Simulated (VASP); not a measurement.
## BeTe in VASP 6.6.1, single-point calculation

INCAR

```
LMAXMIX = 4
PREC = Low
LCHARG = .FALSE.
SIGMA = 0.02
NSW = 0
IBRION = -1
ISMEAR = -1
ISIF = 2
NBANDS = 11
NELM = 82
LREAL = .FALSE.
EDIFF = 1E-7
LWAVE = .FALSE.
ENCUT = 520
GGA = 91
LASPH = .TRUE.
```

KPOINTS

```
KPOINTS created by Atomic Simulation Environment
0
Gamma
8 8 8
0 0 0
```

POSCAR

```
Be Te
 1.0000000000000000
     0.0000000000000000    2.7154786804000000    2.9110173751000001
     2.7154786804000000    0.0000000000000000    2.9110173751000001
     2.7154786804000000    2.7154786804000000    0.0000000000000000
 Be  Te
   1   1
Cartesian
  0.0000000000000000  0.0000000000000000  0.0000000000000000
  1.3577393402000000  1.3577393402000000  1.4555086875500001
```

The recommended PBE PAW datasets give the neutral cell 8 valence electrons.

Command

```
mpirun -np 1 vasp_std
```

Q: Predict the outcome of this run.

A: It converged. Results: gap between bands v and c on the k mesh 1.59 eV; least direct gap on the k mesh 3.43 eV; pressure 3.8 GPa. Band v is the last that the valence electrons fill when counted band by band, and c is the next.

OSZICAR

```
N       E                     dE             d eps       ncg     rms          rms(c)
DAV:   1     0.194744378767E+02    0.19474E+02   -0.33277E+03  1298   0.591E+02
DAV:   2    -0.667157452358E+01   -0.26146E+02   -0.24660E+02  1672   0.919E+01
DAV:   3    -0.774428719061E+01   -0.10727E+01   -0.10708E+01  1743   0.200E+01
DAV:   4    -0.775453606391E+01   -0.10249E-01   -0.10248E-01  1569   0.217E+00
DAV:   5    -0.775472725114E+01   -0.19119E-03   -0.19118E-03  1672   0.288E-01    0.460E+00
DAV:   6    -0.763053272469E+01    0.12419E+00   -0.14454E-01  1496   0.153E+00    0.272E+00
DAV:   7    -0.759227185528E+01    0.38261E-01   -0.11977E-01  1578   0.150E+00    0.486E-01
DAV:   8    -0.759258450889E+01   -0.31265E-03   -0.64868E-03  1472   0.471E-01    0.800E-02
DAV:   9    -0.759278197740E+01   -0.19747E-03   -0.29084E-04  1634   0.104E-01    0.362E-02
DAV:  10    -0.759283990952E+01   -0.57932E-04   -0.79837E-05  1440   0.479E-02    0.209E-02
DAV:  11    -0.759284002812E+01   -0.11860E-06   -0.20400E-06  1615   0.861E-03    0.163E-02
DAV:  12    -0.759284074980E+01   -0.72168E-06   -0.16664E-06  1460   0.793E-03    0.780E-03
DAV:  13    -0.759284081612E+01   -0.66325E-07   -0.60616E-08  1682   0.142E-03
   1 F= -.75928408E+01 E0= -.75928408E+01  d E =-.337542E-10
```

For comparison, a separate PBE run of the intended cell, on usual settings and not on those above, gives a gap of 1.57 eV on its mesh and a pressure of 3.7 GPa.
